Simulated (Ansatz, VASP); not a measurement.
This is a calculation of SrO for VASP 6.6.1.

INCAR

```
PREC = Accurate
ENCUT = 520
EDIFF = 1E-6
ISMEAR = -1
SIGMA = 0.05
LREAL = F
LASPH = T
NELM = 60
ALGO = Normal
ISIF = 2
LWAVE = F
LCHARG = F
GGA = RE
IVDW = 12
NBANDS = 15
```

KPOINTS

```
regular mesh
0
Gamma
  9 9 9
```

File POSCAR:

```
SrO
1.0
    0.0000000000      2.6000709780      2.6000709780
    2.6000709780      0.0000000000      2.6000709780
    2.6000709780      2.6000709780      0.0000000000
Sr O
1 1
Direct
    0.5000000000      0.5000000000      0.5000000000
    0.0000000000      0.0000000000      0.0000000000
```

Potentials or basis: VASP PAW PBE potentials, release 64 (Sr_sv, O).

The run is started by

```console
$ cat potpaw_PBE.64/Sr_sv/POTCAR potpaw_PBE.64/O/POTCAR > POTCAR
$ mpirun -np 1 vasp_std > vasp.out
```

Problem. Translate it to Ansatz 0.2.0. Potentials there: Ansatz PAW.

Solution. As run (the cutoff follows the program's own potentials):

The input input.yaml:

```yaml
crystal:
  lattice:
    - [0.0, 2.600070978, 2.600070978]
    - [2.600070978, 0.0, 2.600070978]
    - [2.600070978, 2.600070978, 0.0]
  atoms:
    - { symbol: Sr, position: [0.5, 0.5, 0.5] }
    - { symbol: O, position: [0.0, 0.0, 0.0] }
hamiltonian:
  xc: revpbe
  pseudopotentials: { kind: paw }
  dispersion: d3bj
kpoints:
  mp_grid: { grid: [9, 9, 9] }
scf:
  occupations: { method: fermi_dirac, width: 0.05 }
output:
  forces: true
  stress: true
  eigenvalues: true
```

Potentials or basis: Ansatz PAW.

Run with:

```sh
$ ansatz run input.yaml --threads 2 --pin off --max-ram 5120MiB --backend cpu --events-out ev --progress --plain --runs-dir out
```

Both were run:

|  | VASP | Ansatz | Ansatz less VASP |
| --- | --- | --- | --- |
| gap on the k mesh at the Fermi level (eV) | 3.42 | 3.47 | +0.047 |
| least direct gap on the mesh (eV) | 3.54 | 3.58 | +0.037 |
| pressure (GPa) | -1.6 | -2.1 | -0.51 |
| dispersion energy (meV/atom) | -426.2 | -426.3 | -0.09 |

Caveats: the PAW data sets were made with another functional, which shifts forces and pressure a little (VASP); an odd mesh through Γ misses points on the zone boundary, where band edges often lie (VASP); odd divisions of the mesh miss points on the zone boundary, where band edges often lie, so the gap on the mesh can be too wide (Ansatz); the pressure holds a Pulay correction of +0.3 GPa for the finite cutoff (Ansatz); the PAW data sets come from PBE, with cores solved anew for the run's functional, which leaves a small shift of forces and pressure (Ansatz). revPBE gaps usually lie below the measured ones, often by a third to a half.
